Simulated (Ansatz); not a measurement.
**VSi2: energy from the work of forces and stress**

```xyz
9
Lattice="4.5726 0.0000 0.0000 -2.2863 3.9600 0.0000 0.0000 0.0000 6.3744" Properties=species:S:1:pos:R:3 pbc="T T T"
V     2.2863    0.0000    0.0000
V     1.1432    1.9800    4.2496
V    -1.1432    1.9800    2.1248
Si    0.0000    1.2878    0.0000
Si    3.4573    0.6439    4.2496
Si    1.1710    3.3161    2.1248
Si    2.2863    2.6722    0.0000
Si   -1.1710    3.3161    4.2496
Si    1.1153    0.6439    2.1248
```

The calculation used Ansatz 0.2.0, DFT PBE, scalar-relativistic, plane waves, PAW.

Plane waves to 420 eV, a k mesh through Γ of 9×9×6 on the computed 9-atom cell and Gaussian smearing (0.10 eV); no spin polarisation.

At the start the stress (GPa, compression positive, xx yy zz yz xz xy) is -0.73 -0.73 -0.65 0.00 0.00 0.00 and the forces (eV/Å) are V1 (0.00, 0.00, 0.00); V2 (0.00, 0.00, 0.00); V3 (0.00, 0.00, 0.00); Si4 (0.00, 0.02, 0.00); Si5 (-0.02, 0.01, 0.00); Si6 (-0.02, -0.01, 0.00); Si7 (0.00, -0.02, 0.00); Si8 (0.02, -0.01, 0.00); Si9 (0.02, 0.01, 0.00). Each variant moves atoms by u and then strains the cell by ε, so an atom ends at (r + u)(1 + ε); shears are tensor components, each standing twice in ε. The starting volume is 115.42 Å³.

Variant 1: strain (xx yy zz yz xz xy, %) 1.31 1.31 2.81 0.00 0.00 0.00, moves (Å) Si4 (0.000, 0.184, 0.000); Si5 (-0.159, 0.092, 0.000); Si6 (-0.159, -0.092, 0.000); Si7 (0.000, -0.184, 0.000); Si8 (0.159, -0.092, 0.000); Si9 (0.159, 0.092, 0.000). There the stress is -3.24 -3.24 -11.00 0.00 0.00 0.00 GPa and the forces (eV/Å) are V1 (0.00, 0.00, 0.00); V2 (0.00, 0.00, 0.00); V3 (0.00, 0.00, 0.00); Si4 (0.00, -1.82, 0.00); Si5 (1.58, -0.91, 0.00); Si6 (1.58, 0.91, 0.00); Si7 (0.00, 1.82, 0.00); Si8 (-1.58, 0.91, 0.00); Si9 (-1.58, -0.91, 0.00).

Variant 2: strain (xx yy zz yz xz xy, %) 0.77 0.77 -2.23 0.00 0.00 0.00, moves (Å) Si4 (0.000, 0.306, 0.000); Si5 (-0.265, 0.153, 0.000); Si6 (-0.265, -0.153, 0.000); Si7 (0.000, -0.306, 0.000); Si8 (0.265, -0.153, 0.000); Si9 (0.265, 0.153, 0.000). There the stress is 12.07 12.07 10.26 0.00 0.00 0.00 GPa and the forces (eV/Å) are V1 (0.00, 0.00, 0.00); V2 (0.00, 0.00, 0.00); V3 (0.00, 0.00, 0.00); Si4 (0.00, -3.01, 0.00); Si5 (2.61, -1.51, 0.00); Si6 (2.61, 1.51, 0.00); Si7 (0.00, 3.01, 0.00); Si8 (-2.61, 1.51, 0.00); Si9 (-2.61, -1.51, 0.00).

Variant 3: strain (xx yy zz yz xz xy, %) -1.59 -1.59 1.41 0.00 0.00 0.00, moves (Å) Si4 (0.000, 0.037, 0.000); Si5 (-0.032, 0.018, 0.000); Si6 (-0.032, -0.018, 0.000); Si7 (0.000, -0.037, 0.000); Si8 (0.032, -0.018, 0.000); Si9 (0.032, 0.018, 0.000). There the stress is 5.07 5.07 -3.69 0.00 0.00 0.00 GPa and the forces (eV/Å) are V1 (0.00, 0.00, 0.00); V2 (0.00, 0.00, 0.00); V3 (0.00, 0.00, 0.00); Si4 (0.00, -0.48, 0.00); Si5 (0.41, -0.24, 0.00); Si6 (0.41, 0.24, 0.00); Si7 (0.00, 0.48, 0.00); Si8 (-0.41, 0.24, 0.00); Si9 (-0.41, -0.24, 0.00).

Variant 4: strain (xx yy zz yz xz xy, %) 5.25 5.25 2.25 0.00 0.00 0.00, moves (Å) Si4 (0.000, -0.037, 0.000); Si5 (0.032, -0.018, 0.000); Si6 (0.032, 0.018, 0.000); Si7 (0.000, 0.037, 0.000); Si8 (-0.032, 0.018, 0.000); Si9 (-0.032, -0.018, 0.000). There the stress is -17.21 -17.21 -14.14 0.00 0.00 0.00 GPa and the forces (eV/Å) are V1 (0.00, 0.00, 0.00); V2 (0.00, 0.00, 0.00); V3 (0.00, 0.00, 0.00); Si4 (0.00, 0.33, 0.00); Si5 (-0.29, 0.16, 0.00); Si6 (-0.29, -0.16, 0.00); Si7 (0.00, -0.33, 0.00); Si8 (0.29, -0.16, 0.00); Si9 (0.29, 0.16, 0.00).

Q: Estimate each change of free energy from forces and stresses by the trapezoid rule along the path (r + tu)(1 + tε), t from 0 to 1, and compare with the computed change.

A: The derivative of the energy along the path is −F·u(1 + tε) for the atoms and −V σ(1 + tε)⁻¹ : ε for the cell, with F, σ and V taken at t (σ positive in compression; 1 eV/Å³ = 160.2 GPa). Averaging t = 0 and t = 1 gives, in meV per atom:
```tsv
variant	work on atoms	work on cell	sum	computed
1	111.7	17.7	129.5	145.3
2	307.3	1.9	309.2	341.7
3	5.5	7.9	13.4	13.0
4	4.5	95.5	100.0	107.9
```

The rule is exact for a quadratic energy surface and overshoots a term ct³ by c/2, so the difference between the last two columns measures the net anharmonic part along the path (terms of opposite sign can cancel, and the finite basis adds a little): 3 to 11 % here.